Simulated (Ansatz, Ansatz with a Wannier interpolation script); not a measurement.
# SnS2 (1T monolayer): what limits a Wannier interpolation of GW

How do the Wannier model and the GW settings move the interpolated bands of SnS2 (1T monolayer)?

Program: Ansatz 0.2.0. Level of theory: maximally localised Wannier functions, PBE, plane waves, PAW. Results are calculated unless marked as measured.

**1. Starting point**

The cell holds 3 atoms: 1 Sn and 2 S. Its edges and angles: a = 3.705 Å, b = 3.705 Å, c = 29.100 Å, α = 90.0°, β = 90.0°, γ = 120.0°. Vacuum lies along c.

The structure was relaxed with PBE. The structure was generated from a model, not taken from a measurement. The runs that relaxed it are not among those shown. The default PAW set here is soft_2. Its files were made with PBE. The Coulomb interaction is cut off across the vacuum.

**2. Wannier model on 24×24×1**

Localised functions give a small Hamiltonian that interpolates between mesh points at no cost.

input.yaml

```yaml
crystal:
  lattice:
    - [3.7045656243, 0.0, 0.0]
    - [-1.8522828121, 3.2082479406, 0.0]
    - [0.0, 0.0, 29.1]
  atoms:
    - { symbol: Sn, position: [0.0, 0.0, 0.5] }
    - { symbol: S, position: [0.3333333333, 0.6666666667, 0.550736403] }
    - { symbol: S, position: [0.6666666667, 0.3333333333, 0.449263597] }
  periodic: [true, true, false]
kpoints:
  mp_grid: { grid: [12, 12, 1] }
hamiltonian:
  xc: pbe
scf:
  occupations: { method: fixed }
  n_extra_bands: 169
output:
  wannier:
    kmesh: [24, 24, 1]
    projections: [{ species: S, l: p, shell: 3 }, { species: Sn, l: p, shell: 5 }]
    minimise: true
    write_hr: true
    seedname: w
    conv_tol: 1.0e-07
    max_iter: 4000
    disentanglement:
      window: [-11.13, 1.63]
      frozen_window: [-11.13, -2.26]
      conv_tol: 1.0e-08
```

The run is started by

```bash
$ ansatz run input.yaml --threads 12 --pin off --max-ram 27648MiB --backend cpu --events-out ev --progress --plain --runs-dir out
```

Numbers of over 12 decimals in the logs are rounded to 6 here.

What it wrote:

```text
scf.n_extra_bands = 169 over 13 filled bands (N_el = 26.0): the run solves 182 bands
Engine: ansatz 0.2.0, x86_64-unknown-linux-gnu
Pseudopotentials: kind: paw
Pseudopotential: Sn, paw, valence charge 14, recommended cutoff 420 eV (normal), Sn.paw.azcp
Pseudopotential: S, paw, valence charge 6, recommended cutoff 420 eV (normal), S.paw.azcp
Functional definition: PBE
  parameter kappa = 0.804
  parameter beta = 0.066725
  exchange = pbe_x(kappa = kappa, mu = beta*pi^2/3)
  correlation = pbe_c(beta = beta)
Crystal: 3 atoms, lattice volume = 345.858 Å³
Basis set: ecut = 420 eV, 6793 PW (Γ)
Bands: 182, of which v1, the nominal top of the filled ones, is band 13 counted from 1 (12 counted from 0)
Symmetry: 12 space group operations
Space group: P-3m1 (ITA 164), of the structure as read, at distance tolerance 7.0e-5 Å
k-points: 19 of 144
Non-local potential: Sn, projectors of the file, l = 0: 2, l = 1: 2, l = 2: 2, l = 3: 2
Non-local potential: S, projectors of the file, l = 0: 2, l = 1: 2, l = 2: 2
PAW form: soft (Blöchl's): semilocal exchange-correlation on the pseudo side does not see the compensation charge
PAW one-centre angular grid: Sn, 590 points (default); XC on 64 Gauss nodes
PAW one-centre angular grid: S, 110 points (default); XC on 64 Gauss nodes
Initial density: superposition of atomic densities (neutral atoms: chi_scale 0, normalization atom), corrected by the library's trained network
Initial wavefunctions: pseudopotential atomic-orbital guess
Functional: x = pbe(κ = 0.804, μ = 0.219515), c = pbe(β = 0.066725)
SCF iter   1: F=—  HF=-7829.478849 eV  |F-HF|=—  |Δ(HF+E_count)|=         —  Δρ=7.39e-4  dr2=4.85e-3  ethr=1.77e-3  ⟨swp⟩=5.0  Hψ=12499  notcnv=0  defer=3156
preconditioner: auto → none  [insulator: Δε(μ)=1.566 eV  Ē_g=37.589 eV  n_scr=16 (ndim 8)  ℏωp=10.2 eV  f_vac=0.768  ε∞_Penn≈1.1]
SCF iter   2: F=—  HF=-7829.477458 eV  |F-HF|=—  |Δ(HF+E_count)|=   1.39e-3  Δρ=5.13e-4  dr2=2.44e-3  ethr=1.86e-5  ⟨swp⟩=2.9  Hψ=4194  notcnv=0  defer=3173
SCF iter   3: F=—  HF=-7829.477288 eV  |F-HF|=—  |Δ(HF+E_count)|=   1.70e-4  Δρ=2.17e-4  dr2=2.61e-4  ethr=9.37e-6  ⟨swp⟩=2.7  Hψ=546  notcnv=0  defer=3172
SCF iter   4: F=—  HF=-7829.477695 eV  |F-HF|=—  |Δ(HF+E_count)|=   4.07e-4  Δρ=9.07e-5  dr2=3.56e-5  ethr=1.00e-6  ⟨swp⟩=3.4  Hψ=690  notcnv=0  defer=3172
SCF iter   5: F=—  HF=-7829.477914 eV  |F-HF|=—  |Δ(HF+E_count)|=   2.19e-4  Δρ=2.11e-5  dr2=2.39e-6  ethr=1.37e-7  ⟨swp⟩=2.8  Hψ=1227  notcnv=0  defer=3172
SCF iter   6: F=-7829.477931 eV  HF=-7829.477931 eV  |F-HF|=6.15e-8  |Δ(HF+E_count)|=   1.72e-5  Δρ=2.46e-6  dr2=2.00e-8  ethr=3.85e-10  ⟨swp⟩=25.8  Hψ=54965  notcnv=0
SCF 1 converged in 6 iterations: F = -7829.477931 eV  dr2 = 2.00e-8
[...]
NSCF: frozen V_eff on 64 k-points
the Wannier pass solved 64 of the 576 points of its mesh, and has the states at the others by symmetry: states obtained by the crystal's operations at points that were solved too leave a residual of 6.68e-13 eV (read by the count's bands and the next), within 1.11e-5 eV
SCF converged after 6 iterations
Free energy (F): -7829.477931 eV
Harris-Foulkes:  -7829.477931 eV  (|F-HF|=6.15e-8)
Internal energy: -7829.477931 eV  (E = F + TS)
E sigma→0 (E₀):  -7829.477931 eV
Fermi energy:    -6.837181 eV
--- Per-component energies (eV) ---
  E_band       = -458.851591
  E_kinetic    = 399.056055
  E_local      = -31890.978063  (includes V_loc(G=0)·N_el)
  E_nonlocal   = 26.835849
  E_hartree    = 15824.401807
  E_xc         = -574.006457
  E_vxc        = -267.771661  (∫ρ·V_xc dr)
  E_paw        = -5343.128344  (= ΣΔE_a)
  E_vpaw       = -374.812107  (= ΣTr[D̂ρ^β])
  E_aug_tail   = 0.000003  (compensation charges beyond the density's cutoff)
  E_ewald      = 13728.341218
  E_smearing   = -0.000000  (= −TS)
  E_closure    = -0.000000  (closes the sum)
  Σ components = -7829.477931   (vs F -7829.477931, Δ=0.00e0)
--- Band table (eV; the first three rows and the last of 19) ---
  k-point 0: bands = [... 9 lower, -7.3083, -7.3083, -6.9399, -6.9399, -4.5276, -3.0479, -1.4395 (-1.4395°), -1.4395 (-1.4395°), ... 165 higher]
  k-point 1: bands = [... 9 lower, -7.5331, -7.5236, -7.2152, -6.8650, -4.2300, -2.6588, -1.5684 (-1.5684°), -1.2725 (-1.2725°), ... 165 higher]
  k-point 2: bands = [... 9 lower, -7.9438, -7.8557, -7.4436, -6.8372, -3.9861, -2.2053, -1.2226 (-1.2226°), -0.8719 (-0.8719°), ... 165 higher]
  k-point 18: bands = [... 9 lower, -10.2502, -9.8302, -7.3902, -7.3902, -4.1698, -0.6336, -0.6336, 0.6319, ... 165 higher]
  ° read free of the cell's end (the report's vacuum.weakly_bound_levels)
Wannier search: line search 1 of at most 4000: gauge-dependent spread (as the search counts it) 1.1236150 Å², largest recent change 9.7e-1 Å² and fall left 1.3e-4 Å² against conv_tol 1.0e-7 Å², 0 stops escaped
```

Wall time 42 s (12 threads of Intel Xeon 6975P-C (Granite Rapids), shared host); peak memory 12 GiB.

This step gave:

```yaml
gauge_invariant_spread: 26.35 Å²
diagonal_spread: 0.06557 Å²
off_diagonal_spread: 1.055 Å²
total_spread: 27.47 Å²
least_projectability: 0.2486
localisation_steps: 50
disentanglement_steps: 226
r_m_s_interpolation_error: 3.39e-5 eV
r_m_s_error_near_the_gap: 3.79e-5 eV
```

Near the gap the model misses directly solved bands by 0.0 meV r.m.s. and by 0 meV at most in the window tested. This tests the starting bands, not the corrections carried with them.

**3. Wannier model on 12×12×1**

Changes to input.yaml since step 2:

```diff
@@ -19,3 +19,3 @@
   wannier:
-    kmesh: [24, 24, 1]
+    kmesh: [12, 12, 1]
     projections: [{ species: S, l: p, shell: 3 }, { species: Sn, l: p, shell: 5 }]
```

What it wrote:

```text
[...]
Crystal: 3 atoms, lattice volume = 345.858 Å³
Basis set: ecut = 420 eV, 6793 PW (Γ)
Bands: 182, of which v1, the nominal top of the filled ones, is band 13 counted from 1 (12 counted from 0)
[... 1 set-up line as in the run before ...]
[...]
k-points: 19 of 144
[...]
SCF iter   1: F=—  HF=-7829.478849 eV  |F-HF|=—  |Δ(HF+E_count)|=         —  Δρ=7.39e-4  dr2=4.85e-3  ethr=1.77e-3  ⟨swp⟩=5.0  Hψ=12499  notcnv=0  defer=3156
[...]
SCF iter   6: F=-7829.477931 eV  HF=-7829.477931 eV  |F-HF|=6.15e-8  |Δ(HF+E_count)|=   1.72e-5  Δρ=2.46e-6  dr2=2.00e-8  ethr=3.85e-10  ⟨swp⟩=25.8  Hψ=54965  notcnv=0
SCF 1 converged in 6 iterations: F = -7829.477931 eV  dr2 = 2.00e-8
[...]
NSCF: frozen V_eff on 22 k-points
[...]
SCF converged after 6 iterations
Free energy (F): -7829.477931 eV
[...]
Internal energy: -7829.477931 eV  (E = F + TS)
E sigma→0 (E₀):  -7829.477931 eV
Fermi energy:    -6.837181 eV
[...]
--- Band table (eV; the first three rows and the last of 19) ---
  k-point 0: bands = [... 9 lower, -7.3083, -7.3083, -6.9399, -6.9399, -4.5276, -3.0479, -1.4395 (-1.4395°), -1.4395 (-1.4395°), ... 165 higher]
  k-point 1: bands = [... 9 lower, -7.5331, -7.5236, -7.2152, -6.8650, -4.2300, -2.6588, -1.5684 (-1.5684°), -1.2725 (-1.2725°), ... 165 higher]
  k-point 2: bands = [... 9 lower, -7.9438, -7.8557, -7.4436, -6.8372, -3.9861, -2.2053, -1.2226 (-1.2226°), -0.8719 (-0.8719°), ... 165 higher]
  k-point 18: bands = [... 9 lower, -10.2502, -9.8302, -7.3902, -7.3902, -4.1698, -0.6336, -0.6336, 0.6319, ... 165 higher]
  ° read free of the cell's end (the report's vacuum.weakly_bound_levels)
[...]
```

It took 16 s on 12 threads; peak memory 3.7 GiB.

Numbers from this step:

```
gauge-invariant spread     : 25.72 Å²
diagonal spread            : 0.09118 Å²
off-diagonal spread        : 1.112 Å²
total spread               : 26.92 Å²
least projectability       : 0.2486
localisation steps         : 41
disentanglement steps      : 82
r.m.s. interpolation error : 1.99e-4 eV
r.m.s. error near the gap  : 2.05e-4 eV
```

Near the gap the model misses directly solved bands by 0.2 meV r.m.s. and by 1 meV at most in the window tested. This tests the starting bands, not the corrections carried with them.

Frozen up to 4.58 eV; above it the model need not follow the bands. Electronic bands along the path, in eV, zero at the valence-band top; v1 is the highest filled band, c1 the lowest empty one:

```csv
point,v4,v3,v2,v1,c1,c2,c3,c4
Γ,-0.47,-0.47,-0.11,-0.11,2.31,3.79,5.40,5.40
halfway,-1.60,-1.53,-0.51,-0.06,2.54,4.89,6.36,6.45
M,-2.17,-1.90,-0.42,-0.23,1.58,4.79,6.45,6.64
halfway,-2.93,-2.21,-0.64,-0.38,2.31,5.81,6.22,6.70
K,-3.42,-3.00,-0.56,-0.56,2.66,6.20,6.20,7.47
halfway,-2.56,-1.20,-0.74,-0.27,2.82,5.55,6.01,6.42
Γ,-0.47,-0.47,-0.11,-0.11,2.31,3.79,5.40,5.40
```

The same for Kohn-Sham, solved directly:

```csv
point,v4,v3,v2,v1,c1,c2,c3,c4
Γ,-0.47,-0.47,-0.11,-0.11,2.31,3.79,5.40,5.40
M,-2.17,-1.90,-0.42,-0.23,1.58,4.79,6.42,6.45
K,-3.42,-3.00,-0.56,-0.56,2.66,6.20,6.20,7.47
Γ,-0.47,-0.47,-0.11,-0.11,2.31,3.79,5.40,5.40
```

The first set of electronic bands as a text plot (rows in eV, shown from -4.1 to 5.4 only):

```
    5.2 |+++++                 +++                    +++++++++++
    4.8 |       +++++++++++++++                          ++
    4.4 |   ++++                                           ++
    4.0 | ++                                                 +++
    3.6 |+                                                      +
    3.2 |
    2.8 |   ++++++                    +++++++++++++++++++++++
    2.4 |+++      ++++             +++                       ++++
    2.0 |             ++        +++
    1.6 |               ++++++++
    1.2 |
    0.8 |
    0.4 |
    0.0 |***************                                   ******
   -0.4 |*****  *************************************************
   -0.8 |*******                   ******  **********************
   -1.2 |   ******                                  **     **
   -1.6 |         ****                            **
   -2.0 |     **    ***************            ***       **
   -2.4 |       **          ****** **        **     *****
   -2.8 |         **              ** ****  **     ****
   -3.2 |           **              **** *********
   -3.6 |             **             ***************
   -3.9 |               *************
         Γ                   M           K                      Γ
```

**4. A faulty Wannier input**

Changes to input.yaml since step 3:

```diff
@@ -20,3 +20,3 @@
     kmesh: [12, 12, 1]
-    projections: [{ species: S, l: p, shell: 3 }, { species: Sn, l: p, shell: 5 }]
+    projections: [{ species: Sn, l: p, shell: 5 }]
     minimise: true
```

What it wrote:

```text
scf.n_extra_bands = 169 over 13 filled bands (N_el = 26.0): the run solves 182 bands
[... 9 set-up lines as in the run before ...]
Crystal: 3 atoms, lattice volume = 345.858 Å³
Basis set: ecut = 420 eV, 6793 PW (Γ)
Bands: 182, of which v1, the nominal top of the filled ones, is band 13 counted from 1 (12 counted from 0)
[... 2 set-up lines as in the run before ...]
k-points: 19 of 144
[... 8 set-up lines as in the run before ...]
[...]
SCF converged after 6 iterations
Free energy (F): -7829.477931 eV
Harris-Foulkes:  -7829.477931 eV  (|F-HF|=6.15e-8)
Internal energy: -7829.477931 eV  (E = F + TS)
E sigma→0 (E₀):  -7829.477931 eV
Fermi energy:    -6.837181 eV
--- Per-component energies (eV) ---
  E_band       = -458.851591
  E_kinetic    = 399.056055
  E_local      = -31890.978063  (includes V_loc(G=0)·N_el)
  E_nonlocal   = 26.835849
  E_hartree    = 15824.401807
  E_xc         = -574.006457
  E_vxc        = -267.771661  (∫ρ·V_xc dr)
  E_paw        = -5343.128344  (= ΣΔE_a)
  E_vpaw       = -374.812107  (= ΣTr[D̂ρ^β])
  E_aug_tail   = 0.000003  (compensation charges beyond the density's cutoff)
  E_ewald      = 13728.341218
  E_smearing   = -0.000000  (= −TS)
  E_closure    = -0.000000  (closes the sum)
  Σ components = -7829.477931   (vs F -7829.477931, Δ=0.00e0)
--- Band table (eV; the first three rows and the last of 19) ---
  k-point 0: bands = [... 9 lower, -7.3083, -7.3083, -6.9399, -6.9399, -4.5276, -3.0479, -1.4395 (-1.4395°), -1.4395 (-1.4395°), ... 165 higher]
  k-point 1: bands = [... 9 lower, -7.5331, -7.5236, -7.2152, -6.8650, -4.2300, -2.6588, -1.5684 (-1.5684°), -1.2725 (-1.2725°), ... 165 higher]
  k-point 2: bands = [... 9 lower, -7.9438, -7.8557, -7.4436, -6.8372, -3.9861, -2.2053, -1.2226 (-1.2226°), -0.8719 (-0.8719°), ... 165 higher]
  k-point 18: bands = [... 9 lower, -10.2502, -9.8302, -7.3902, -7.3902, -4.1698, -0.6336, -0.6336, 0.6319, ... 165 higher]
  ° read free of the cell's end (the report's vacuum.weakly_bound_levels)
WARN: one of the run's output files is refused, and neither it nor the files that depend on it are written in full: <dir> frozen window holds 7 > num_wann = 3 bands at ik = 0 (ik counts from 0, the k-points of the .win, .mmn and .eig files from 1)
Error: <dir> frozen window holds 7 > num_wann = 3 bands at ik = 0 (ik counts from 0, the k-points of the .win, .mmn and .eig files from 1)
```

Elapsed: 16 s, on 12 threads; peak memory 3.7 GiB.

The run ended with an error after its SCF cycle had converged; no result of it is taken.

The program's message: “Error: <dir> frozen window holds 7 > num_wann = 3 bands at ik = 0 (ik counts from 0, the k-points of the .win, .mmn and .eig files from 1)”

The fault put into this input: trial orbitals that do not span the target bands.

**5. G0W0: 12×12×1 mesh, 561 empty bands, screening to 80 eV**

Now the one-shot GW correction: screening in the RPA, then the self-energy of the levels asked for.

This step: G0W0 on PBE, plane waves, PAW.

input.yaml, the sections that differ from step 4:

```yaml
scf:
  occupations: { method: fixed }
gw:
  n_empty_bands: 561
  ecut_chi: 80.0
  qp_bands: [v5, c2]
  screening: { model: contour_deformation }
# crystal, kpoints, hamiltonian: as in step 4
# output: removed
```

What it wrote:

```text
[...]
Crystal: 3 atoms, lattice volume = 345.858 Å³
Basis set: ecut = 420 eV, 6793 PW (Γ)
Bands: 17, of which v1, the nominal top of the filled ones, is band 13 counted from 1 (12 counted from 0)
[... 1 set-up line as in the run before ...]
[...]
k-points: 19 of 144
[...]
18    10    -10.2507   -17.2764     3.0904   -13.4329  0.6378   -10.8307   -11.0039  root ?
[...]
18    12     -7.3906   -17.6943     2.2285   -14.7554  0.7154    -8.1181    -8.1010  root
    18    13     -7.3906   -17.6943     2.2285   -14.7554  0.7154    -8.1181    -8.1010  root
    18    14     -4.1703   -11.1943    -3.2450   -15.2750  0.7474    -3.3173    -3.3345  root
    18    15     -0.6341    -7.7872    -4.0898   -12.6598  0.7830     0.1907     0.1487  root
[key lines of the parts left out:]
SCF converged after 7 iterations
Free energy (F): -7829.477931 eV
Fermi energy:    -6.837654 eV
```

Run time: 8.7 min. Hardware: 12 threads; peak memory 8.7 GiB.

The G0W0 gap on the mesh is 2.877 eV.

**6. G0W0: 6×6×1 mesh, 561 empty bands, screening to 80 eV**

Changes to input.yaml since step 5:

```diff
@@ -11,3 +11,3 @@
 kpoints:
-  mp_grid: { grid: [12, 12, 1] }
+  mp_grid: { grid: [6, 6, 1] }
 hamiltonian:
```

What it wrote:

```text
[...]
Crystal: 3 atoms, lattice volume = 345.858 Å³
Basis set: ecut = 420 eV, 6793 PW (Γ)
Bands: 17, of which v1, the nominal top of the filled ones, is band 13 counted from 1 (12 counted from 0)
[... 1 set-up line as in the run before ...]
[...]
k-points: 7 of 36
[...]
1     9     -8.8601   -17.2754     2.5508   -14.0917  0.6769    -9.5179    -9.4929  root
[...]
6    12     -7.3867   -17.6876     2.2431   -14.7547  0.7134    -8.0932    -8.0765  root
     6    13     -7.3867   -17.6876     2.2431   -14.7547  0.7134    -8.0932    -8.0765  root
     6    14     -4.1668   -11.1975    -3.2628   -15.2741  0.7452    -3.3361    -3.3529  root
     6    15     -0.6311    -7.7963    -4.1020   -12.6589  0.7683     0.1530     0.1295  root
[key lines of the parts left out:]
SCF converged after 6 iterations
Free energy (F): -7829.472472 eV
Fermi energy:    -6.833291 eV
```

Elapsed: 42 s, on 12 threads; peak memory 5.5 GiB; 7.2 min of CPU time.

The G0W0 gap on the mesh is 2.846 eV.

**7. G0W0: 12×12×1 mesh, 261 empty bands, screening to 48 eV, plasmon pole**

input.yaml, the sections that differ from step 6:

```yaml
kpoints:
  mp_grid: { grid: [12, 12, 1] }
gw:
  n_empty_bands: 261
  ecut_chi: 48
  qp_bands: [v5, c2]
  screening: { model: godby_needs }
# crystal, hamiltonian, scf: as in step 6
```

What it wrote:

```text
[...]
Crystal: 3 atoms, lattice volume = 345.858 Å³
Basis set: ecut = 420 eV, 6793 PW (Γ)
Bands: 17, of which v1, the nominal top of the filled ones, is band 13 counted from 1 (12 counted from 0)
[... 1 set-up line as in the run before ...]
[...]
k-points: 19 of 144
[...]
1     9     -7.8730   -17.5467     2.2416   -14.8163  0.7717    -8.3641    -8.3617  root
[...]
18    12     -7.3906   -17.6943     2.3889   -14.7554  0.7679    -7.9440    -7.9406  root
    18    13     -7.3906   -17.6943     2.3889   -14.7554  0.7679    -7.9440    -7.9406  root
    18    14     -4.1703   -11.1943    -2.8873   -15.2750  0.7885    -2.9659    -2.9769  root
    18    15     -0.6341    -7.7872    -3.8393   -12.6598  0.7939     0.4076     0.3992  root
[key lines of the parts left out:]
SCF converged after 7 iterations
Free energy (F): -7829.477931 eV
Fermi energy:    -6.837654 eV
```

Run time: 2.4 min. Hardware: 12 threads; peak memory 3.6 GiB.

The G0W0 gap on the mesh is 2.918 eV.

**8. Interpolated results**

Times are wall times on 12 threads of Intel Xeon 6975P-C (Granite Rapids), shared host, good to a factor of about two.

```csv
GW mesh,empty bands,cutoff (eV),frequency,gap on mesh (eV),gap over zone (eV),direct gap (eV),valence width (eV),GW time
12×12×1,561,80,contour deformation,2.877,2.872,3.142,4.348,8.7 min
6×6×1,561,80,contour deformation,2.846,2.842,3.110,4.389,42 s
12×12×1,261,48,plasmon pole,2.918,2.913,3.210,4.564,2.4 min
```

**9. Outcome**

* 12×12×1 mesh, 561 empty bands, screening to 80 eV: 2.87 eV
* 6×6×1 mesh, 561 empty bands, screening to 80 eV: 2.84 eV
* 12×12×1 mesh, 261 empty bands, screening to 48 eV, plasmon pole: 2.91 eV

**Reading.** The largest change, +0.04 eV in the gap over the zone, comes with 12×12×1 mesh, 261 empty bands, screening to 48 eV, plasmon pole. The first run is a reference, not a converged one, and where a row moves several settings no single cause can be named. Rows on another GW mesh add that mesh's corrections to the bands of the one model. Coarser Wannier mesh (12×12×1): the miss near the gap goes from under 1 (the model on 24×24×1) to under 1 meV and the total spread from 27.5 to 26.9 Å². With 6×6×1 mesh, 561 empty bands, screening to 80 eV the gap over the zone moves by −0.03 eV and that on the mesh by −0.03 eV. With 12×12×1 mesh, 261 empty bands, screening to 48 eV, plasmon pole the gap over the zone moves by +0.04 eV and that on the mesh by +0.04 eV. Gaps over the zone and on the mesh differ where an edge lies off the mesh, or where a GW run starts from another density: the starting gap over the zone is 1.576 eV, on the GW meshes it is 1.578 eV and 1.577 eV. The many-body steps are scalar-relativistic: spin-orbit coupling is not in them.

[Paths, hosts, dates, memory and timing lines, banners, echoed tables and standing remarks are left out of the program output.]

[Logs are printed without paths, hosts, clocks, repeated set-up lines and the standing remarks that a program may print on its own settings, such as how far it seeks lower states.]

[Runs of the session that timed out or met a known fault of the program may be left out.]

[Hosts, paths, dates, database ids (printed as entryN), source tags and the programs' standing remarks are cut or masked in the printed files.]
